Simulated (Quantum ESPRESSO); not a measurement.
# TiSe in Quantum ESPRESSO: the effect of Hubbard term

Crystal: TiSe.

```
Ti Se
1.0
     3.40340    0.00000    0.00000
     0.00000    3.40340    0.00000
     0.00000    0.00000    3.40340
Ti Se
1 1
Direct
  0.00000 0.00000 0.00000
  0.50000 0.50000 0.50000
```

The cell comes from a database or a generator and needn't be the stable form of this composition.

Alike in all runs:

```yaml
Program: Quantum ESPRESSO 7.5
Task: single point
Functional: PBEsol
Potentials_or_basis: GBRV 1.5 PBEsol
Cutoff: 612 eV
Density_cutoff: 4898 eV
k_mesh: 6 × 6 × 6
Occupations: gaussian, width 0.05 eV
Spin: collinear spin, ferromagnetic start
Starting_moments: "[2.0, 0.0] μB"
Hubbard_projectors: ortho-atomic
Double: 4
Start_of_the_occupations: atomic
Moments_locked: none
Magnetic_state_asked_for: fm
Formal_shell_electrons: 1 d2
```

**Question.** One run gave: gap on the mesh none; pressure -14.2 GPa; moment 1.23 μB. Which Hubbard term did it use?
A. Ti d U = 6 eV
B. Ti d U = 1 eV
C. Ti d U = 5 eV
D. Ti d U = 4 eV
E. Ti d U = 2 eV

**Answer.** B.

```csv
Hubbard term,gap on the mesh (eV),pressure (GPa),moment (μB)
none,none,-18.1,0.01
Ti d U = 1 eV,none,-14.2,1.23
Ti d U = 2 eV,none,-4.9,1.94
Ti d U = 3 eV,0.04,-2.3,1.99
Ti d U = 4 eV,none,0.8,1.97
Ti d U = 5 eV,0.13,1.4,2.00
Ti d U = 6 eV,0.16,3.0,2.00
Ti d U = 8 eV,0.21,6.1,2.00
```

A k mesh can miss the band edges.

A gap of «none» marks a metal or a gap under the smearing width.
